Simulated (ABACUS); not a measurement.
**In under changes of volume**

One of the cells (26.540 Å³/atom); the others are scaled copies at fixed shape and fractional positions:

```
In
1.0
     3.33548    0.00000    0.00000
    -1.66774    2.88861    0.00000
     0.00000    0.00000    5.50914
In
2
Direct
  0.66667 0.33333 0.75000
  0.33333 0.66667 0.25000
```

This isn't the form of In at room conditions, which is tetragonal.

| Item | Value |
| --- | --- |
| Program | ABACUS 3.10.1 |
| Functional | PBE |
| Potentials or basis | PseudoDojo NC SR 0.4.1 PBE standard |
| Cutoff | 966 eV |
| Density cutoff | 3864 eV |
| Basis | plane waves |
| k mesh | 9 × 9 × 5 |
| Occupations | fermi-dirac, width 0.05 eV |
| Spin | no spin polarisation |

```tsv
volume (Å³/atom)	energy over the lowest point (meV/atom)	pressure (GPa)
24.948	32.09	4.5
25.478	?	?
26.009	10.20	2.3
26.540	4.23	1.4
27.071	0.99	0.7
27.602	0.00	0.0
28.133	0.90	-0.5
```

Task: What does the run at 25.478 Å³/atom give?

Result: Energy over the lowest point 19.35 meV/atom; pressure 3.3 GPa.

Worked out: A Birch-Murnaghan fit of order 3 (a polynomial in V^(-2/3)) to the other rows has its minimum at 27.60 Å³/atom with B0 = V·E''(V) = 30 GPa (rough, since the energies scatter) at fixed shape and positions, which overstates the stiffness. It gives 19.29 meV/atom at 25.478 Å³/atom, against the run's 19.35, and -dE/dV = 3.3 GPa, against 3.3.

Energies are extrapolated to zero smearing.
